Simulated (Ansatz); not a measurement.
Co:

```
Co
1.0
     2.47200    0.00000    0.00000
    -1.23600    2.14081    0.00000
     0.00000    0.00000    4.02114
Co
2
Direct
  0.66667 0.33333 0.75000
  0.33333 0.66667 0.25000
```

Base run:

| Property | Result |
| --- | --- |
| Program | Ansatz 0.2.0 |
| Functional | r2SCAN |
| Potentials or basis | Ansatz PAW |
| Cutoff | 500 eV (not typed: the program's choice for these potentials) |
| k mesh | 12 × 12 × 7 |
| Occupations | fermi-dirac, width 0.05 eV |
| Spin | collinear spin, ferromagnetic start |
| Starting moments | [2.0, 2.0] μB |

Its results: band gap on the k mesh none (metal or under the smearing width); pressure 0.3 GPa; net moment 3.56 μB per cell; site moments Co +1.91 μB.

Question: After a change of settings the same cell gave: band gap on the k mesh none (metal or under the smearing width); pressure 13.1 GPa; net moment 3.12 μB per cell; site moments Co +1.64 μB. Which change was it?
A. functional from r2SCAN to PBE; potentials or basis from Ansatz PAW to PseudoDojo standard (PBE files); cutoff from 500 eV (not typed: the program's choice for these potentials) to 1306 eV (not typed: the program's choice for these potentials)
B. functional from r2SCAN to PBE; cutoff from 500 eV (not typed: the program's choice for these potentials) to 250 eV
C. functional from r2SCAN to rPW86-PBE; cutoff from 500 eV (not typed: the program's choice for these potentials) to 420 eV (not typed: the program's choice for these potentials)
D. functional from r2SCAN to PBE; potentials or basis from Ansatz PAW to Ansatz PAW earlier set; cutoff from 500 eV (not typed: the program's choice for these potentials) to 1000 eV

Answer: C.

Caveats: the PAW data sets come from PBE, with cores solved anew for the run's functional, which leaves a small shift of forces and pressure; the magnetic or orbital state may not be the lowest (some runs).
